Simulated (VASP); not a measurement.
Set up this calculation in VASP 6.6.1, as the native input.

```
Task                               : single point
Functional                         : HSE06
Potentials or basis                : VASP PAW PBE potentials, release 64 (Pb_d)
Cutoff                             : 520 eV
k mesh                             : 8 × 8 × 8
Occupations                        : gaussian, width 0.05 eV
Spin                               : no spin polarisation
Dipole correction                  : no
Exchange at q = 0                  : truncated
Grid for exact exchange (PRECFOCK) : Normal
Screening parameter                : 0.2079 1/A
Further INCAR settings             : ALGO = Normal; EDIFF = 1e-06; NBANDS = 13
```

Pb:

```
Pb
1.0
    -1.97890    1.97890    1.97890
     1.97890   -1.97890    1.97890
     1.97890    1.97890   -1.97890
Pb
1
Direct
  0.00000 0.00000 0.00000
```

The cell was built by a generator and needn't be a form met in nature.

The input as run:

POSCAR

```
Pb
1.0
   -1.9788974613      1.9788974613      1.9788974613
    1.9788974613     -1.9788974613      1.9788974613
    1.9788974613      1.9788974613     -1.9788974613
Pb
1
Direct
    0.0000000000      0.0000000000      0.0000000000
```

INCAR.step1

```
SYSTEM = Pb
PREC     = Accurate       ! precision mode
ENCUT    = 520            ! plane-wave cutoff, eV
EDIFF    = 1E-5           ! SCF threshold, eV
ISMEAR   = 0              ! smearing method
SIGMA    = 0.05           ! smearing width, eV
LREAL    = .False.        ! projectors in reciprocal space
LASPH    = .True.         ! aspherical terms in the spheres
NELM     = 100            ! most SCF steps
ALGO     = Normal         ! electronic algorithm
ISIF     = 2              ! what is computed and relaxed
LWAVE    = .True.         ! write WAVECAR
LCHARG   = .False.        ! write CHGCAR
NBANDS   = 13             ! bands
GGA      = PE             ! functional
```

INCAR.step2

```
SYSTEM = Pb
PREC     = Accurate       ! precision mode
ENCUT    = 520            ! plane-wave cutoff, eV
EDIFF    = 1E-6           ! SCF threshold, eV
ISMEAR   = 0              ! smearing method
SIGMA    = 0.05           ! smearing width, eV
LREAL    = .False.        ! projectors in reciprocal space
LASPH    = .True.         ! aspherical terms in the spheres
NELM     = 100            ! most SCF steps
ALGO     = Normal         ! electronic algorithm
ISIF     = 2              ! what is computed and relaxed
LWAVE    = .False.        ! write WAVECAR
LCHARG   = .False.        ! write CHGCAR
GGA      = PE             ! functional
LHFCALC  = .True.         ! exact exchange
HFSCREEN = 0.2079         ! screening, 1/A
PRECFOCK = Normal       
NBANDS   = 13             ! bands
ISTART   = 1
```

KPOINTS

```
regular mesh
0
Gamma
  8 8 8
  0 0 0
```

Potentials or basis: VASP PAW PBE potentials, release 64 (Pb_d).

Command:

```bash
$ cat potpaw_PBE.64/Pb_d/POTCAR > POTCAR
$ cp INCAR.step1 INCAR
$ mpirun -np 1 vasp_std > vasp.out
$ cp INCAR.step2 INCAR
$ mpirun -np 1 vasp_std > vasp.out
```

It gave:

```json
{
 "Pressure": "-0.1 GPa",
 "Band gap on the k mesh": "none (metal or under the smearing width)"
}
```

Caveat: the PAW data sets were made with another functional, which shifts forces and pressure a little.

It took 34 min on 1 thread of Intel(R) Xeon(R) 6975P-C (Granite Rapids), with other jobs on the host, peak memory 0.28 GiB.
